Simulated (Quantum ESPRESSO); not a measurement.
Crystal: CaO.

```
CELL_PARAMETERS angstrom
0.00000 2.40356 2.40356
2.40356 0.00000 2.40356
2.40356 2.40356 0.00000
ATOMIC_POSITIONS crystal
Ca 0.00000 0.00000 0.00000
O 0.50000 0.50000 0.50000
```

The cell is a database's computed one.

Base run:

* Program: Quantum ESPRESSO 7.5
* Functional: optB88-vdW
* Potentials or basis: SG15 PBE 1.2
* Cutoff: 1197 eV
* Density cutoff: 4789 eV
* k mesh: 10 × 10 × 10
* Occupations: fermi-dirac, width 0.05 eV
* Spin: no spin polarisation

Its results: band gap on the k mesh 3.69 eV, indirect (least direct gap 4.06 eV); pressure -0.6 GPa.

Problem. After a change of settings the same cell gave: band gap on the k mesh 3.76 eV, indirect (least direct gap 4.13 eV); pressure 5.0 GPa. Which change was it?
A. functional from optB88-vdW to PBEsol
B. functional from optB88-vdW to SCAN; k mesh from 10 × 10 × 10 to 8 × 8 × 8
C. functional from optB88-vdW to LDA; potentials or basis from SG15 PBE 1.2 to JTH 2.0 LDA; cutoff from 1197 eV to 612 eV; density cutoff from 4789 eV to 3674 eV
D. functional from optB88-vdW to RPBE

Solution. D.

Caveats: the potentials were made for another functional, which shifts forces and pressure.
